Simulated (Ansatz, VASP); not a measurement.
**Ti in VASP and in Ansatz**

File POSCAR:

```
Ti
1.0
    0.0000000000      2.0795316087      2.0795316087
    2.0795316087      0.0000000000      2.0795316087
    2.0795316087      2.0795316087      0.0000000000
Ti
1
Direct
    0.0000000000      0.0000000000      0.0000000000
```

The input INCAR.step1:

```
SYSTEM = Ti
PREC = Accurate ; ENCUT = 520
ISMEAR = -1 ; SIGMA = 0.15
LREAL = .FALSE. ; LASPH = .TRUE.
NELM = 80 ; NBANDS = 12
GGA = PE ; ALGO = Normal
EDIFF = 1E-4 ; LWAVE = .TRUE.
LCHARG = .FALSE.
```

The input INCAR.step2:

```
SYSTEM = Ti
PREC = Accurate ; ENCUT = 520
EDIFF = 1E-6 ; ISMEAR = -1
SIGMA = 0.15 ; LREAL = .FALSE.
LASPH = .TRUE. ; NELM = 80
ALGO = Normal ; ISIF = 2
LWAVE = .FALSE. ; LCHARG = .TRUE.
METAGGA = R2SCAN ; LMIXTAU = .TRUE.
LELF = .TRUE. ; LVHAR = .TRUE.
NBANDS = 12 ; ISTART = 1
```

File KPOINTS:

```
Automatic mesh
0
G
  12 12 12
  0 0 0
```

Input for Ansatz:

```yaml
crystal:
  lattice:
    - [0.0, 2.07953160873604, 2.07953160873604]
    - [2.07953160873604, 0.0, 2.07953160873604]
    - [2.07953160873604, 2.07953160873604, 0.0]
  atoms:
    - { symbol: Ti, position: [0.0, 0.0, 0.0] }
basis:
  ecutwfc: 600.0
kpoints:
  mp_grid:
    grid: [12, 12, 12]
hamiltonian:
  xc: r2scan
scf:
  occupations:
    method: fermi_dirac
    width: 0.15
output:
  stress: true
```

This isn't the form of Ti at room conditions, which is hcp.

Alike in both runs: task single point; functional r2SCAN; k mesh 12 × 12 × 12; occupations fermi-dirac, width 0.15 eV; no spin polarisation.

```csv
,VASP,Ansatz
version,VASP 6.6.1,Ansatz 0.2.0
potentials or method,"VASP PAW PBE potentials, release 64 (Ti_sv)","plane waves, PAW"
plane-wave cutoff (eV),520,600
valence electrons in the cell,12,12
```

```tsv
	VASP	Ansatz	Ansatz less VASP
pressure (GPa)	-2.9	-3.2	-0.34
```

Caveats: the PAW data sets were made with another functional, which shifts forces and pressure a little (VASP).
